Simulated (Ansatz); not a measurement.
Crystal: AgBr.

```xyz
2
Lattice="0.0000 2.8702 2.8702 2.8702 0.0000 2.8702 2.8702 2.8702 0.0000" Properties=species:S:1:pos:R:3 pbc="T T T"
Ag    0.0000    0.0000    0.0000
Br    2.8702    2.8702    2.8702
```

```yaml
Program: Ansatz 0.2.0
Task: relaxation of cell and atoms
Functional: PBEsol
Dispersion: D4
Potentials_or_basis: Ansatz PAW
Cutoff: "420 eV (not typed: the program's choice for these potentials)"
k_mesh: 8 × 8 × 8
Occupations: fermi-dirac, width 0.05 eV
Spin: no spin polarisation
```

At the start: volume 23.64 Å³/atom.

Task: How do energy, volume and symmetry change on relaxing?

Result: It ends after 5 steps and the volume is 22.22 Å³/atom (-6.0 %); space group Fm-3m (No. 225, to 0.05 Å).

Step by step:
| step | energy change (eV) | largest force (eV/Å) | volume (Å³) |
| --- | --- | --- | --- |
| 1 | 0.0000 | 0.0000 | 47.29 |
| 2 | -0.0265 | 0.0000 | 43.59 |
| 3 | -0.0292 | 0.0000 | 44.56 |
| 4 | -0.0293 | 0.0000 | 44.44 |
| 5 | -0.0287 | 0.0000 | 44.44 |

Final structure:
```
CELL_PARAMETERS angstrom
0.00000 2.81132 2.81132
2.81132 0.00000 2.81132
2.81132 2.81132 0.00000
ATOMIC_POSITIONS crystal
Ag 0.00000 0.00000 0.00000
Br 0.50000 0.50000 0.50000
```

Caveat: the plane-wave basis is chosen anew once the cell has moved, so the energies of steps on either side of that aren't comparable; the PAW data sets come from PBE, with cores solved anew for the run's functional, which leaves a small shift of forces and pressure.
